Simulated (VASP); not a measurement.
Input:

```xyz
2
Lattice="0.0000 2.4879 2.4879 2.4879 0.0000 2.4879 2.4879 2.4879 0.0000" Properties=species:S:1:pos:R:3 pbc="T T T"
In     0.0000     0.0000     0.0000
N      1.2440     1.2440     1.2440
```

The numbers are results of revPBE GGA, VASP's PBE PAW potentials (set 64) (plane waves; VASP), not measurements. Settings: 400 eV cut-off, 15×15×15 Γ-centred mesh shifted by (0.5, 0.5, 0.5), Fermi-Dirac smearing of 0.14 eV, potentials In_d N.

At this cut-off the stress carries a Pulay error, which pulls relaxed volumes low. Energy and stress use the plane-wave basis of the starting cell.

### Question
The ions, cell shape and volume are relaxed. What does this cell relax into?

### Answer

```xyz
2
Lattice="0.0000 2.5221 2.5221 2.5221 0.0000 2.5221 2.5221 2.5221 0.0000" Properties=species:S:1:pos:R:3 pbc="T T T"
In     0.0000     0.0000     0.0000
N      1.2610     1.2610     1.2610
```
Space group F-43m (216), at a tolerance of 0.03 Å.

### Question
How do energy and volume change from the first to the last step?

### Answer
The energy (σ→0) changes by -11.7 meV/atom and the volume by +4.2 %, in 3 ionic steps.

The structure comes from a computed database's InN entry; how it stands against other phases isn't given here. This run relaxes it. Symmetry was kept, so distortions that lower it aren't found. The run is one of a series of settings (EDIFFG = -0.01, IBRION = 2, ISIF = 3, NSW = 50 against the base run), some of them coarse on purpose.
